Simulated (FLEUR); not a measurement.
# WC (Fm-3m) in FLEUR: notebook, part 2 of 2

FLEUR MaX-R8.1 (later development tree). Earlier steps stand in the parts before.

**3. Equation of state, r2SCAN, 9.91 Å³/atom (volume scaled by 0.94)**

Changes to inp.xml since step 2:

```diff
@@ -6,3 +6,3 @@
    <calculationSetup>
-      <cutoffs Kmax="4.9" Gmax="15.2" GmaxXC="15.2" numbands="0"/>
+      <cutoffs Kmax="5.07" Gmax="15.7" GmaxXC="15.7" numbands="0"/>
       <scfLoop itmax="80" minDistance="0.0001" maxIterBroyd="30" imix="Anderson" alpha="0.05" precondParam="0.0" spinf="2.0" sdNocoIR="T"/>
@@ -27,3 +27,3 @@
       <xi:include xmlns:xi="http://www.w3.org/2001/XInclude" href="sym.xml"> </xi:include>
-      <bulkLattice scale="1.0">
+      <bulkLattice scale="0.9795861087">
          <bravaisMatrix>
@@ -37,3 +37,3 @@
       <species name="Tungsten (W)" element="W" atomicNumber="74">
-         <mtSphere radius="2.37" gridPoints="783" logIncrement="0.017"/>
+         <mtSphere radius="2.3" gridPoints="783" logIncrement="0.017"/>
          <atomicCutoffs lmax="9" lnonsphr="9"/>
@@ -52,3 +52,3 @@
       <species name="Carbon (C)" element="C" atomicNumber="6">
-         <mtSphere radius="1.47" gridPoints="487" logIncrement="0.021"/>
+         <mtSphere radius="1.42" gridPoints="487" logIncrement="0.021"/>
          <atomicCutoffs lmax="8" lnonsphr="8"/>
```

Potentials or basis: all-electron, FLAPW.

The run is started by

```bash
> inpgen -f crystal.txt -profile fastHighL
> # inp.xml edited to the form shown
> fleur_MPI
```

It took 29 s on 1 thread of Intel Xeon 6975P-C (Granite Rapids), shared host; peak memory 0.08 GiB.

Results (log left out):

| Property | Result |
| --- | --- |
| Free energy | -440903.5190 eV |
| Band gap on the k mesh | none (metal or under the smearing width) |
| Valence electrons inside the program's atomic spheres | W 25.45; C 2.26 (radii W 2.3, C 1.42 bohr) |

Caveat: the meta-GGA is that of a development version, with a GGA for the radial functions and cores and without core tails.

**4. Equation of state, r2SCAN, 10.12 Å³/atom (volume scaled by 0.96)**

Changes to inp.xml since step 3:

```diff
@@ -27,3 +27,3 @@
       <xi:include xmlns:xi="http://www.w3.org/2001/XInclude" href="sym.xml"> </xi:include>
-      <bulkLattice scale="0.9795861087">
+      <bulkLattice scale="0.9864848297">
          <bravaisMatrix>
```

The run is started by

```bash
> inpgen -f crystal.txt -profile fastHighL
> # inp.xml edited to the form shown
> fleur_MPI
```

Run time: 30 s. Hardware: 1 thread of Intel Xeon 6975P-C (Granite Rapids), shared host; peak memory 0.08 GiB.

Results (log left out):

* Free energy: -440903.5594 eV
* Band gap on the k mesh: none (metal or under the smearing width)
* Valence electrons inside the program's atomic spheres: W 25.40; C 2.24 (radii W 2.3, C 1.42 bohr)

Caveat: the meta-GGA is that of a development version, with a GGA for the radial functions and cores and without core tails.

**5. Equation of state, r2SCAN, 10.54 Å³/atom**

Changes to inp.xml since step 4:

```diff
@@ -27,3 +27,3 @@
       <xi:include xmlns:xi="http://www.w3.org/2001/XInclude" href="sym.xml"> </xi:include>
-      <bulkLattice scale="0.9864848297">
+      <bulkLattice scale="1.0000000000">
          <bravaisMatrix>
```

The run is started by

```bash
> inpgen -f crystal.txt -profile fastHighL
> # inp.xml edited to the form shown
> fleur_MPI
```

Wall time 31 s (1 thread of Intel Xeon 6975P-C (Granite Rapids), shared host); peak memory 0.08 GiB.

Results (log left out):

```
Free energy                                           : -440903.5723 eV
Band gap on the k mesh                                : none (metal or under the smearing width)
Valence electrons inside the program's atomic spheres : W 25.32; C 2.20 (radii W 2.3, C 1.42 bohr)
```

Caveat: the meta-GGA is that of a development version, with a GGA for the radial functions and cores and without core tails.

**6. Equation of state, r2SCAN, 10.96 Å³/atom (volume scaled by 1.04)**

Changes to inp.xml since step 5:

```diff
@@ -27,3 +27,3 @@
       <xi:include xmlns:xi="http://www.w3.org/2001/XInclude" href="sym.xml"> </xi:include>
-      <bulkLattice scale="1.0000000000">
+      <bulkLattice scale="1.0131594038">
          <bravaisMatrix>
```

Potentials or basis: all-electron, FLAPW.

The run is started by

```bash
> inpgen -f crystal.txt -profile fastHighL
> # inp.xml edited to the form shown
> fleur_MPI
```

It took 32 s on 1 thread of Intel Xeon 6975P-C (Granite Rapids), shared host; peak memory 0.08 GiB.

Results (log left out):

| Property | Result |
| --- | --- |
| Free energy | -440903.5095 eV |
| Band gap on the k mesh | none (metal or under the smearing width) |
| Valence electrons inside the program's atomic spheres | W 25.25; C 2.17 (radii W 2.3, C 1.42 bohr) |

Caveat: the meta-GGA is that of a development version, with a GGA for the radial functions and cores and without core tails.

**7. Equation of state, r2SCAN, 11.17 Å³/atom (volume scaled by 1.06)**

Changes to inp.xml since step 6:

```diff
@@ -27,3 +27,3 @@
       <xi:include xmlns:xi="http://www.w3.org/2001/XInclude" href="sym.xml"> </xi:include>
-      <bulkLattice scale="1.0131594038">
+      <bulkLattice scale="1.0196128224">
          <bravaisMatrix>
```

The run is started by

```bash
> inpgen -f crystal.txt -profile fastHighL
> # inp.xml edited to the form shown
> fleur_MPI
```

It took 33 s on 1 thread of Intel Xeon 6975P-C (Granite Rapids), shared host; peak memory 0.08 GiB.

Results (log left out):

```
Free energy                                           : -440903.4544 eV
Band gap on the k mesh                                : none (metal or under the smearing width)
Valence electrons inside the program's atomic spheres : W 25.22; C 2.15 (radii W 2.3, C 1.42 bohr)
```

Caveat: the meta-GGA is that of a development version, with a GGA for the radial functions and cores and without core tails.

**8. Equation of state, r2SCAN**

Potentials or basis: all-electron, FLAPW.

This step only gathers the single runs of the series.

What came out:

```
Equilibrium volume : 10.39 Å³/atom
Bulk modulus       : 381 GPa
```

Energy against volume, from the lowest point:
```tsv
volume (Å³/atom)	energy (meV/atom)
9.910	26.67
10.120	6.49
10.542	0.00
10.964	31.39
11.175	58.94
```

Caveat: the meta-GGA is that of a development version, with a GGA for the radial functions and cores and without core tails.
